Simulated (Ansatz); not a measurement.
Crystal: RuS2 (Laurite).

```
CELL_PARAMETERS angstrom
5.61060 0.00000 0.00000
0.00000 5.61060 0.00000
0.00000 0.00000 5.61060
ATOMIC_POSITIONS crystal
Ru 0.00000 0.50000 0.50000
Ru 0.50000 0.50000 0.00000
Ru 0.50000 0.00000 0.50000
Ru 0.00000 0.00000 0.00000
S 0.38831 0.11169 0.88831
S 0.11169 0.88831 0.38831
S 0.88831 0.38831 0.11169
S 0.61169 0.61169 0.61169
S 0.61169 0.88831 0.11169
S 0.88831 0.11169 0.61169
S 0.11169 0.61169 0.88831
S 0.38831 0.38831 0.38831
```

Base run:

```yaml
Program: Ansatz 0.2.0
Functional: PBE
Potentials_or_basis: Ansatz PAW
Cutoff: 420 eV
Density_cutoff: 1680 eV
k_mesh: 5 × 5 × 5
Occupations: fermi-dirac, width 0.05 eV
Spin: no spin polarisation
```

Its results: band gap on the k mesh 0.75 eV, indirect (least direct gap 0.96 eV); pressure 3.7 GPa; largest force 0.258 eV/Å.

Question: The run is repeated on the same cell with these changes: functional from PBE to r2SCAN; cutoff from 420 eV to 500 eV; density cutoff from 1680 eV to 2000 eV. What comes out?

Answer: Band gap on the k mesh 0.94 eV, indirect (least direct gap 1.19 eV); pressure 2.1 GPa; largest force 0.069 eV/Å.

r2SCAN gives the wider gap, since meta-GGAs in the generalised Kohn-Sham scheme recover part of the derivative discontinuity.

Caveats: the PAW data sets come from PBE, with cores solved anew for the run's functional, which leaves a small shift of forces and pressure (some runs).

Not every run made on this cell is shown here.
